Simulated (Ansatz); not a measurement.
# CO2: the cost of one run

Method: DFT PBE, scalar-relativistic, plane waves, PAW, in Ansatz 0.2.0.

The COD entry's cell or inner coordinates are ideal or old and differ from later refinements, so a difference from it is no clean test against experiment.

5 further runs of the same task are left out: 5 set aside as unsound or not needed.

### 1 The starting structure

Symmetry: Pn-3m, No. 224, cubic system. Conventional cell: a = 4.254 Å, b = 4.254 Å, c = 4.254 Å, α = 90.00°, β = 90.00°, γ = 90.00°. C (site symmetry -43m) is surrounded by 4 O at 1.84 Å. O (site symmetry -3m) has 2 C at 1.84 Å as nearest neighbours.

As a file:

```
CELL_PARAMETERS angstrom
4.25433 0.00000 0.00000
0.00000 4.25433 0.00000
0.00000 0.00000 4.25433
ATOMIC_POSITIONS crystal
C 0.00000 0.00000 0.00000
C 0.50000 0.50000 0.50000
O 0.25000 0.25000 0.25000
O 0.25000 0.75000 0.75000
O 0.75000 0.75000 0.25000
O 0.75000 0.25000 0.75000
```

This is candidate A: anti-cuprite type (Pn-3m, No. 224).

(A quick probe on a coarse mesh, which set the mesh and smearing, is not shown.)

### 3 A loose first relaxation (candidate A)

Contents of input.yaml:

```yaml
crystal:
  lattice:
    - [4.2543311141, 0.0, 0.0]
    - [0.0, 4.2543311141, 0.0]
    - [0.0, 0.0, 4.2543311141]
  atoms:
    - { symbol: C, position: [0.0, 0.0, 0.0] }
    - { symbol: C, position: [0.5, 0.5, 0.5] }
    - { symbol: O, position: [0.25, 0.25, 0.25], spin: 0.62 }
    - { symbol: O, position: [0.25, 0.75, 0.75], spin: 0.62 }
    - { symbol: O, position: [0.75, 0.75, 0.25], spin: 0.62 }
    - { symbol: O, position: [0.75, 0.25, 0.75], spin: 0.62 }
basis:
  ecutwfc: 420
kpoints:
  mp_grid: { grid: [4, 4, 4] }
hamiltonian:
  xc: pbe
scf:
  occupations: { method: gaussian, width: 0.1 }
  lower_state_search: "off"
output:
  forces: true
  stress: true
  eigenvalues: true
  populations: true
magnetization:
  spin_polarized: true
relax:
  adjacent_minimum: "off"
  f_tol: 0.04
  max_steps: 70
  cell: { stress_tol: 0.4 }
```

Run with:

```bash
> ansatz run input.yaml --threads 1 --pin off --max-ram 2560MiB --backend cpu --events-out ev --progress --plain --runs-dir out
```

Q: Estimate wall time and peak memory on 1 thread of Intel Xeon 6975P-C (Granite Rapids), shared host.

About 14 s, with a peak of 0.35 GiB.
